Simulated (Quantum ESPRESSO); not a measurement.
The system is W.

```
W
1.0
    -1.58234    1.58234    1.58234
     1.58234   -1.58234    1.58234
     1.58234    1.58234   -1.58234
W
1
Direct
  0.00000 0.00000 0.00000
```

Program: Quantum ESPRESSO 7.5. Alike in all runs: task band structure; cell as given; k mesh 12 × 12 × 12; smearing fermi-dirac 0.05 eV.

**Question.** Order these runs on this cell by their pressure, lowest first.
A. level PBE; potentials or basis PseudoDojo 0.4.1 SR PBE standard; spin off; cutoff (eV) 1007
B. level AM05; potentials or basis PseudoDojo 0.4 FR PBE standard; spin SOC, no magnetisation; cutoff (eV) 1007
C. level LDA; potentials or basis PseudoDojo 0.4.1 SR LDA standard; spin off; cutoff (eV) 952; form of the LDA correlation PW92

**Answer.** C (-9.8 GPa), B (-2.3 GPa), A (5.9 GPa).

Caveats: the potentials were made for another functional, which shifts forces and pressure (some runs).

Not every run made on this cell is shown here.
